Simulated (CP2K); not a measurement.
**ZrO2 in CP2K: the effect of functional**

Crystal: ZrO2.

```xyz
3
Lattice="3.5993 0.0000 0.0000 1.7996 3.1171 0.0000 1.7996 1.0390 2.9388" Properties=species:S:1:pos:R:3 pbc="T T T"
Zr    0.0000    0.0000    0.0000
O     5.3989    3.1171    2.2041
O     1.7996    1.0390    0.7347
```

Measurements of this composition are mostly on another form, of space group No. 14.

Alike in all runs:

```yaml
Program: CP2K 2026.2
Task: atomic charges
Potentials_or_basis: POTENTIAL_UZH Zr GTH-PBE-q12, O GTH-PBE-q6; TZVP-MOLOPT-PBE-GTH basis
Density_cutoff: 11565 eV
k_mesh: 9 × 9 × 9
Occupations: fermi-dirac, width 0.05 eV
Spin: no spin polarisation
```

```tsv
functional	gap on the mesh (eV)
LDA	3.37
PBEsol	?
revPBE	3.52
optB88-vdW	3.50
BEEF-vdW	3.55
M06-L	3.86
```

Problem. What does the run with functional PBEsol give?

Solution. gap on the mesh 3.43 eV.

Caveats: an odd mesh through Γ misses points on the zone boundary, where band edges often lie; the basis of atomic orbitals isn't converged, which shifts pressures, moduli and gaps.

Runs at the PBE level aren't shown here.
